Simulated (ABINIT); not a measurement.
Input of an ABINIT 10.8.3 (patched build) run:

Contents of run.abi:

```
# Pseudopotentials
pp_dirpath "./"
pseudos "Ni.upf, Al.upf"

# Structure
acell 5.444300965 5.444300965 5.444300965
rprim
     1.0000000000     0.0000000000     0.0000000000
     0.0000000000     1.0000000000     0.0000000000
     0.0000000000     0.0000000000     1.0000000000
ntypat 2
znucl 28 13
natom 2
typat 1 2
xcart
     1.4405000000     1.4405000000     1.4405000000
     0.0000000000     0.0000000000     0.0000000000 Angstrom

# Plane-wave basis
ecut 46.0

# k points
kptopt 1
ngkpt 7 7 7
nshiftk 1
shiftk 0.0 0.0 0.0

# Exchange and correlation
ixc 7

# Bands and occupations
nband 15
occopt 3
tsmear 0.05 eV

# Spin
nsppol 2
spinat
     0.0000000000     0.0000000000     1.0000000000
     0.0000000000     0.0000000000     0.0000000000

# SCF cycle
nstep 100
tolvrs 1.0e-10

# Output
iomode 3
prtwf 0
prteig 0
prtebands 0
enunit 2
prtden 1
prtvha 1
prtvclmb 1
prtpot 1
```

Potentials or basis: PseudoDojo NC SR LDA v0.4.1 standard.

Command:

```console
$ mpirun --bind-to none -np 4 abinit run.abi > log 2>&1
```

Problem. What does it give for the net moment?

Solution. 0.00 μB per cell.

Problem. What does it give for the band gap on the k mesh?

Solution. None (metal or under the smearing width).

Problem. What does it give for the pressure?

Solution. -9.3 GPa.

Caveat: small starting moments can end in a higher magnetic state in this program.
